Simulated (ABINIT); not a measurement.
# MnO (Fm-3m) in ABINIT: notebook

One crystal, MnO, is run at these levels: LDA, PBEsol; tasks: relaxation of cell and atoms, single point.

Program: ABINIT 10.8.3 (patched build). These are calculated values, not measurements. Logs are shortened: lines on timing, memory, paths and dates and some standing lists are left out, and cuts for length are marked. The log counts tension as positive stress, the text compression.

### Step 1. The structure

Symmetry: Fm-3m, No. 225, cubic system. Conventional cell: a = 4.448 Å, b = 4.448 Å, c = 4.448 Å, α = 90.00°, β = 90.00°, γ = 90.00°. Mn (site symmetry m-3m) has 6 O at 2.22 Å as nearest neighbours. O (site symmetry m-3m) is surrounded by 6 Mn at 2.22 Å.

The cell is a database's computed one.

### Step 2. Relaxation of cell and atoms, LDA, collinear spin, ferromagnetic start

The input, run.abi:

```
# Pseudopotentials
pp_dirpath "./"
pseudos "Mn.upf, O.upf"

# Structure
acell 5.9433406616 5.9433406616 5.9433406616
rprim
     0.0000000000     0.7071067812     0.7071067812
     0.7071067812     0.0000000000     0.7071067812
     0.7071067812     0.7071067812     0.0000000000
ntypat 2
znucl 25 8
natom 2
typat 1 2
chkprim 0
chksymtnons 0
tolsym 1.0e-6
xred
            0.0            0.0            0.0
            1/2            1/2            1/2

# Plane-wave basis
ecut 48.0
ecutsm 0.5

# k points
kptopt 1
ngkpt 8 8 8
nshiftk 1
shiftk 0.0 0.0 0.0

# Exchange and correlation
ixc 7

# Bands and occupations
nband 16
occopt 3
tsmear 0.00183747

# Spin
nsppol 2
spinat
     0.0000000000     0.0000000000     4.0000000000
     0.0000000000     0.0000000000     0.0000000000

# SCF cycle
nstep 80
tolvrs 1.0e-12

# Output
iomode 3
prteig 0
prtebands 0
prtwf 0
prtden 0

# Relaxation
ionmov 2
optcell 2
ntime 50
tolmxf 2.0e-5
dilatmx 1.08
```

Potentials or basis: PseudoDojo NC SR LDA v0.4.1 standard.

Started as:

```bash
$ abinit run.abi > log 2>&1
```

run.abo:

```text
.Version 10.8.3 of ABINIT
 Symmetries : space group Fm -3 m (#225); Bravais cF (face-center cubic)
================================================================================
 Values of the parameters that define the memory need of the present run
     intxc =       0    ionmov =       2      iscf =       7    lmnmax =       6
     lnmax =       6     mgfft =      45  mpssoang =       3    mqgrid =    3001
     natom =       2  nloc_mem =       1    nspden =       2   nspinor =       1
    nsppol =       2      nsym =      48    n1xccc =    2501    ntypat =       2
    occopt =       3   xclevel =       1
       mpw =        2996          nfft =       91125          nkpt =          29
================================================================================
================================================================================

--------------------------------------------------------------------------------
------------- Echo of variables that govern the present computation ------------
--------------------------------------------------------------------------------
 -outvars: echo values of preprocessed input variables --------
            acell      5.9433406616E+00  5.9433406616E+00  5.9433406616E+00 Bohr
              amu      5.49380500E+01  1.59994000E+01
          chkprim           0
      chksymtnons           0
          dilatmx      1.08000000E+00
             ecut      4.80000000E+01 Hartree
           ecutsm      5.00000000E-01 Hartree
           ionmov           2
              ixc           7
         kptrlatt        8    0    0      0    8    0      0    0    8
          kptrlen      4.75467253E+01
            natom           2
            nband          16
            ngfft          45      45      45
             nkpt          29
           nspden           2
           nsppol           2
            nstep          80
             nsym          48
            ntime          50
           ntypat           2
           occopt           3
          optcell           2
           prtden           0
        prtebands           0
           prteig           0
            prtwf           0
            rprim      0.0000000000E+00  7.0710678120E-01  7.0710678120E-01
                       7.0710678120E-01  0.0000000000E+00  7.0710678120E-01
                       7.0710678120E-01  7.0710678120E-01  0.0000000000E+00
          spgroup         225
           spinat      0.0000000000E+00  0.0000000000E+00  4.0000000000E+00
                       0.0000000000E+00  0.0000000000E+00  0.0000000000E+00
           tolmxf      2.00000000E-05
           tolsym      1.00000000E-06
           tolvrs      1.00000000E-12
           tsmear      1.83747000E-03 Hartree
            typat      1  2
           xangst      0.0000000000E+00  0.0000000000E+00  0.0000000000E+00
                       2.2239077013E+00  2.2239077013E+00  2.2239077013E+00
            xcart      0.0000000000E+00  0.0000000000E+00  0.0000000000E+00
                       4.2025764848E+00  4.2025764848E+00  4.2025764848E+00
             xred      0.0000000000E+00  0.0000000000E+00  0.0000000000E+00
                       5.0000000000E-01  5.0000000000E-01  5.0000000000E-01
            znucl       25.00000    8.00000

================================================================================

 chkinp: Checking input parameters for consistency.

================================================================================
== DATASET  1 ==================================================================

--- !DatasetInfo
iteration_state: {dtset: 1, }
dimensions: {natom: 2, nkpt: 29, mband: 16, nsppol: 2, nspinor: 1, nspden: 2, mpw: 2996, }
cutoff_energies: {ecut:  48.0, pawecutdg:  -1.0, }
electrons: {nelect:   2.10000000E+01, charge:   0.00000000E+00, occopt:   3.00000000E+00, tsmear:   1.83747000E-03, }
meta: {optdriver: 0, ionmov: 2, optcell: 2, iscf: 7, paral_kgb: 0, }
...

 Exchange-correlation functional for the present dataset will be:
  LDA: Perdew-Wang 92 LSD fit to Ceperley-Alder data - ixc=7
  J.P.Perdew and Y.Wang, PRB 45, 13244 (1992)

 Real(R)+Recip(G) space primitive vectors, cartesian coordinates (Bohr,Bohr^-1):
 R(1)=  0.0000000  4.2025765  4.2025765  G(1)= -0.1189746  0.1189746  0.1189746
 R(2)=  4.2025765  0.0000000  4.2025765  G(2)=  0.1189746 -0.1189746  0.1189746
 R(3)=  4.2025765  4.2025765  0.0000000  G(3)=  0.1189746  0.1189746 -0.1189746
 Unit cell volume ucvol=  1.4844886E+02 bohr^3
 Angles (23,13,12)=  6.00000000E+01  6.00000000E+01  6.00000000E+01 degrees

 getcut: wavevector=  0.0000  0.0000  0.0000  ngfft=  45  45  45
         ecut(hartree)=     55.987   => boxcut(ratio)=   2.19792

--- Pseudopotential description ------------------------------------------------
- pspini: atom type   1  psp file is ./Mn.upf
  25.00000  15.00000  201201                  znucl, zion, pspdat
12 -1012 2 -1 1430                            pspcod,pspxc,lmax,lloc,mmax
     nproj     2     2     2

- pspini: atom type   2  psp file is ./O.upf
   8.00000   6.00000  201201                  znucl, zion, pspdat
12 -1012 2 -1 926                             pspcod,pspxc,lmax,lloc,mmax
     nproj     2     2     1

   4.74851174E+02                                ecore*ucvol(ha*bohr**3)
--------------------------------------------------------------------------------

================================================================================

=== [ionmov= 2] Broyden-Fletcher-Goldfarb-Shanno method (forces)
================================================================================

--- Iteration: ( 1/50) Internal Cycle: (1/1)
--------------------------------------------------------------------------------

---SELF-CONSISTENT-FIELD CONVERGENCE--------------------------------------------

--- !BeginCycle
iteration_state: {dtset: 1, itime: 1, icycle: 1, }
solver: {iscf: 7, nstep: 80, nline: 4, wfoptalg: 0, }
tolerances: {tolvrs: 1.00E-12, }
...
[... 713 lines left out ...]
  0.00000000000000E+00  3.97520261406560E+00  3.97520261406560E+00
  3.97520261406560E+00  0.00000000000000E+00  3.97520261406560E+00
  3.97520261406560E+00  3.97520261406560E+00  0.00000000000000E+00
 Unitary Cell Volume (ucvol) [Bohr^3]=  1.25634178302339E+02
 Angles (23,13,12)= [degrees]
  6.00000000000000E+01  6.00000000000000E+01  6.00000000000000E+01
 Lengths [Bohr]
  5.62178544999255E+00  5.62178544999255E+00  5.62178544999255E+00
 Stress tensor in cartesian coordinates (strten) [Ha/bohr^3]
 -1.15104427586554E-08  0.00000000000000E+00  0.00000000000000E+00
  0.00000000000000E+00 -1.15104427586554E-08  0.00000000000000E+00
  0.00000000000000E+00  0.00000000000000E+00 -1.15104427551860E-08
 Total energy (etotal) [Ha]= -1.25310805061044E+02

 Difference of energy with previous step (new-old):
           Absolute (Ha)=-4.08267E-08
           Relative     =-3.25803E-10

 At Broyd/MD step   7, gradients are converged :
  max grad (force/stress) = 1.1510E-06 < tolmxf= 2.0000E-05 ha/bohr (free atoms)

================================================================================

 ----iterations are completed or convergence reached----

 Mean square residual over all n,k,spin=   33.247E-18; max=  18.817E-17
 reduced coordinates (array xred) for    2 atoms
       0.000000000000      0.000000000000      0.000000000000
       0.500000000000      0.500000000000      0.500000000000
 rms dE/dt=  0.0000E+00; max dE/dt=  0.0000E+00; dE/dt below (all hartree)
    1       0.000000000000      0.000000000000      0.000000000000
    2       0.000000000000      0.000000000000      0.000000000000

 cartesian coordinates (angstrom) at end:
    1      0.00000000000000     0.00000000000000     0.00000000000000
    2      2.10358663065845     2.10358663065845     2.10358663065845

 cartesian forces (hartree/bohr) at end:
    1     -0.00000000000000    -0.00000000000000    -0.00000000000000
    2     -0.00000000000000    -0.00000000000000    -0.00000000000000
 frms,max,avg= 0.0000000E+00 0.0000000E+00   0.000E+00  0.000E+00  0.000E+00 h/b

 cartesian forces (eV/Angstrom) at end:
    1     -0.00000000000000    -0.00000000000000    -0.00000000000000
    2     -0.00000000000000    -0.00000000000000    -0.00000000000000
 frms,max,avg= 0.0000000E+00 0.0000000E+00   0.000E+00  0.000E+00  0.000E+00 e/A
 length scales=  5.621785449993  5.621785449993  5.621785449993 bohr
              =  2.974920742704  2.974920742704  2.974920742704 angstroms
 Fermi (or HOMO) energy (hartree) =   0.41630   Average Vxc (hartree)=  -0.50011
 Magnetization (Bohr magneton)=  3.98732624E+00
 Total spin up =  1.24936631E+01   Total spin down =  8.50633688E+00
 Eigenvalues (hartree) for nkpt=  29  k points, SPIN UP:
 kpt#   1, nband= 16, wtk=  0.00195, kpt=  0.0000  0.0000  0.0000 (reduced coord)
  -2.54405   -1.41168   -1.41168   -1.41168   -0.37656    0.24355    0.24355    0.24355
   0.29536    0.29536    0.29536    0.31793    0.31793    0.43394    0.94850    1.06330
      occupation numbers for kpt#   1
   1.00000    1.00000    1.00000    1.00000    1.00000    1.00000    1.00000    1.00000
   1.00000    1.00000    1.00000    1.00000    1.00000    0.00007    0.00000    0.00000
 prteigrs : prtvol=0 or 1, do not print more k-points.

 Eigenvalues (hartree) for nkpt=  29  k points, SPIN DOWN:
 kpt#   1, nband= 16, wtk=  0.00195, kpt=  0.0000  0.0000  0.0000 (reduced coord)
  -2.41194   -1.27454   -1.27454   -1.27454   -0.36112    0.25771    0.25771    0.25771
   0.40961    0.40961    0.40961    0.43844    0.43844    0.46514    0.96787    1.11551
      occupation numbers for kpt#   1
   1.00000    1.00000    1.00000    1.00000    1.00000    1.00000    1.00000    1.00000
   0.97442    0.97442    0.97442    0.00001    0.00001    0.00000    0.00000    0.00000
 prteigrs : prtvol=0 or 1, do not print more k-points.

--- !EnergyTerms
iteration_state     : {dtset: 1, itime: 7, icycle: 1, }
comment             : Components of total free energy in Hartree
kinetic             :  5.98729705934775E+01
hartree             :  2.90886819849702E+01
xc                  : -2.23472692040699E+01
Ewald energy        : -8.75930773747258E+01
psp_core            :  3.77963369985168E+00
local_psp           : -9.75987170713527E+01
non_local_psp       : -1.05126535558476E+01
internal            : -1.25310430927697E+02
'-kT*entropy'       : -3.74133347092857E-04
total_energy        : -1.25310805061044E+02
total_energy_eV     : -3.40988071731089E+03
band_energy         : -1.09628015531075E+01
...

 Cartesian components of stress tensor (hartree/bohr^3)
  sigma(1 1)= -1.15104428E-08  sigma(3 2)=  0.00000000E+00
  sigma(2 2)= -1.15104428E-08  sigma(3 1)=  0.00000000E+00
  sigma(3 3)= -1.15104428E-08  sigma(2 1)=  0.00000000E+00

-Cartesian components of stress tensor (GPa)         [Pressure=  3.3865E-04 GPa]
- sigma(1 1)= -3.38648918E-04  sigma(3 2)=  0.00000000E+00
- sigma(2 2)= -3.38648918E-04  sigma(3 1)=  0.00000000E+00
- sigma(3 3)= -3.38648918E-04  sigma(2 1)=  0.00000000E+00

== END DATASET(S) ==============================================================
================================================================================

 -outvars: echo values of variables after computation  --------
            acell      5.6217854500E+00  5.6217854500E+00  5.6217854500E+00 Bohr
           etotal     -1.2531080506E+02
            fcart     -0.0000000000E+00 -0.0000000000E+00 -0.0000000000E+00
                      -0.0000000000E+00 -0.0000000000E+00 -0.0000000000E+00
            rprim      0.0000000000E+00  7.0710678119E-01  7.0710678119E-01
                       7.0710678119E-01  0.0000000000E+00  7.0710678119E-01
                       7.0710678119E-01  7.0710678119E-01  0.0000000000E+00
           strten     -1.1510442759E-08 -1.1510442759E-08 -1.1510442755E-08
                       0.0000000000E+00  0.0000000000E+00  0.0000000000E+00
           xangst      0.0000000000E+00  0.0000000000E+00  0.0000000000E+00
                       2.1035866307E+00  2.1035866307E+00  2.1035866307E+00
             xred      0.0000000000E+00  0.0000000000E+00  0.0000000000E+00
                       5.0000000000E-01  5.0000000000E-01  5.0000000000E-01
 Calculation completed.
```

It took 12 min on 1 thread of Arm Neoverse V2, shared host; peak memory 0.13 GiB.

Results:

```yaml
Free_energy: -3409.8807 eV
Relaxed_volume: 9.31 Å³/atom
Relaxed_cell: a = 2.975 Å, b = 2.975 Å, c = 2.975 Å, α = 60.00°, β = 60.00°, γ = 60.00°
Space_group_after_relaxing_to_0.05_Å: Fm-3m (No. 225)
Energy_gained_by_relaxing: 90.6 meV/atom
Ionic_steps: 7
Pressure_after_relaxing: 0.0 GPa
Band_gap_on_the_k_mesh: none (metal or under the smearing width)
Net_moment: 3.99 μB per cell
Site_moments: Mn +3.54; O +0.20 μB
```

Step by step:
```tsv
step	energy change (eV)	largest force (eV/Å)	pressure (GPa)	volume (Å³)
1	0.0000	0.0000	-16.00	22.00
2	-0.0879	0.0000	-10.32	20.94
3	-0.1701	0.0000	-4.79	19.33
4	-0.1759	0.0000	3.98	18.18
5	-0.1811	0.0000	-0.43	18.67
6	-0.1812	0.0000	-0.05	18.62
7	-0.1812	0.0000	0.00	18.62
```

Final structure:
```
CELL_PARAMETERS angstrom
0.00000 2.10359 2.10359
2.10359 0.00000 2.10359
2.10359 2.10359 0.00000
ATOMIC_POSITIONS crystal
Mn 0.00000 0.00000 0.00000
O 0.50000 0.50000 0.50000
```

Caveat: the volume moved by over 15 % at a fixed basis, so the end points are rough; a cell with one magnetic atom can't hold antiferromagnetic order, which such compounds often take; semilocal functionals often make such compounds metallic where correlation or magnetic order opens a gap, which also shifts bond lengths.

### Step 3. Single point, LDA, collinear spin, ferromagnetic start (cell relaxed)

The input, run.abi:

```
# Pseudopotentials
pp_dirpath "./"
pseudos "Mn.upf, O.upf"

# Structure
acell 5.6217854444 5.6217854444 5.6217854444
rprim
     0.0000000000     0.7071067812     0.7071067812
     0.7071067812     0.0000000000     0.7071067812
     0.7071067812     0.7071067812     0.0000000000
ntypat 2
znucl 25 8
natom 2
typat 1 2
xred
     0.0000000000     0.0000000000     0.0000000000
     0.5000000000     0.5000000000     0.5000000000
chkprim 0
chksymtnons 0
tolsym 1.0e-6

# Plane-wave basis
ecut 48.0

# k points
kptopt 1
ngkpt 8 8 8
nshiftk 1
shiftk 0.0 0.0 0.0

# Exchange and correlation
ixc 7

# Bands and occupations
nband 16
occopt 3
tsmear 0.05 eV

# Spin
nsppol 2
spinat
     0.0000000000     0.0000000000     4.0000000000
     0.0000000000     0.0000000000     0.0000000000

# SCF cycle
nstep 100
tolvrs 1.0e-10

# Output
iomode 3
prtwf 0
prteig 0
prtebands 0
enunit 1
prtden 1
prtvha 1
prtvclmb 1
prtpot 1
```

Potentials or basis: PseudoDojo NC SR LDA v0.4.1 standard.

Started as:

```bash
$ abinit run.abi > log 2>&1
```

It took 54 s on 1 thread of Arm Neoverse V2, shared host; peak memory 0.09 GiB.

It converged, with:

* Free energy: -3409.8808 eV
* Pressure: 0.0 GPa
* Band gap on the k mesh: none (metal or under the smearing width)
* Net moment: 3.99 μB per cell
* Site moments: Mn +3.55; O +0.20 μB
* Valence electrons inside the program's atomic spheres: Mn 12.94; O 6.28

Levels at points of the mesh, in eV from the Fermi level:
Spin up:
```csv
k point,band 11,band 12,band 13,band 14,band 15,band 16
"(0.00, 0.00, 0.00)",-3.29,-2.68,-2.68,0.48,14.48,17.61
"(0.50, 0.00, 0.00)",-1.59,0.75,0.75,3.91,9.17,12.98
"(0.50, 0.50, 0.00)",-1.65,-1.65,-1.38,6.35,8.68,11.40
```
Spin down:
| k point | band 7 | band 8 | band 9 | band 10 | band 11 | band 12 |
| --- | --- | --- | --- | --- | --- | --- |
| (0.00, 0.00, 0.00) | -4.32 | -4.32 | -0.18 | -0.18 | -0.18 | 0.60 |
| (0.50, 0.00, 0.00) | -6.27 | -6.27 | 1.41 | 1.41 | 1.43 | 3.59 |
| (0.50, 0.50, 0.00) | -5.43 | -5.43 | -2.13 | 1.35 | 1.95 | 1.96 |

Caveat: a cell with one magnetic atom can't hold antiferromagnetic order, which such compounds often take; semilocal functionals often make such compounds metallic where correlation or magnetic order opens a gap, which also shifts bond lengths.

### Step 4. Single point, PBEsol, collinear spin, ferromagnetic start

The input, run.abi:

```
# Pseudopotentials
pp_dirpath "./"
pseudos "Mn.upf, O.upf"

# Structure
acell 3*1.0
rprim
     0.0000000000     4.2025764847     4.2025764847
     4.2025764847     0.0000000000     4.2025764847
     4.2025764847     4.2025764847     0.0000000000
ntypat 2
znucl 25 8
natom 2
typat 1 2
xred
     0.0000000000     0.0000000000     0.0000000000
     0.5000000000     0.5000000000     0.5000000000

# Plane-wave basis
ecut 42.0

# k points
kptopt 1
ngkpt 8 8 8
nshiftk 1
shiftk 0.0 0.0 0.0

# Exchange and correlation
ixc -116133

# Bands and occupations
nband 16
occopt 3
tsmear 0.05 eV

# Spin
nsppol 2
spinat
     0.0000000000     0.0000000000     4.0000000000
     0.0000000000     0.0000000000     0.0000000000

# SCF cycle
nstep 100
tolvrs 1.0e-10

# Output
iomode 3
prtwf 0
prteig 0
prtebands 0
enunit 2
prtden 1
prtvha 1
prtvclmb 1
prtpot 1
```

Potentials or basis: PseudoDojo NC SR PBEsol v0.4.1 standard.

Started as:

```bash
$ abinit run.abi > log 2>&1
```

Wall time 69 s (1 thread of Arm Neoverse V1, shared host); peak memory 0.1 GiB.

It converged, with:

```
Free energy                                           : -3408.9607 eV
Pressure                                              : -8.4 GPa
Band gap on the k mesh                                : none (metal or under the smearing width)
Net moment                                            : 4.81 μB per cell
Site moments                                          : Mn +4.16; O +0.25 μB
Valence electrons inside the program's atomic spheres : Mn 12.79; O 6.14
```

Levels at points of the mesh, in eV from the Fermi level:
Spin up:
```tsv
k point	band 11	band 12	band 13	band 14	band 15	band 16
(0.00, 0.00, 0.00)	-3.23	-2.70	-2.70	-0.54	13.81	16.10
(0.50, 0.00, 0.00)	-1.88	0.21	0.21	3.38	7.69	11.76
(0.50, 0.50, 0.00)	-2.05	-2.05	-1.91	4.99	7.73	10.24
```
Spin down:
| k point | band 4 | band 5 | band 6 | band 7 | band 8 | band 9 | band 10 | band 11 | band 12 | band 13 |
| --- | --- | --- | --- | --- | --- | --- | --- | --- | --- | --- |
| (0.00, 0.00, 0.00) | -45.52 | -19.65 | -3.30 | -3.30 | -3.30 | 0.72 | 0.84 | 0.84 | 0.84 | 1.50 |
| (0.50, 0.00, 0.00) | -45.53 | -18.67 | -7.36 | -4.78 | -4.78 | 2.04 | 2.10 | 2.10 | 3.77 | 3.77 |
| (0.50, 0.50, 0.00) | -45.54 | -18.70 | -6.40 | -4.29 | -4.29 | -0.78 | 2.09 | 2.29 | 2.54 | 2.54 |

Caveat: a cell with one magnetic atom can't hold antiferromagnetic order, which such compounds often take; semilocal functionals often make such compounds metallic where correlation or magnetic order opens a gap, which also shifts bond lengths. With open d or f shells a metallic result of PBEsol can be an artefact of self-interaction; +U or a hybrid may open a gap.

(Part 1 of 2 ends here.)
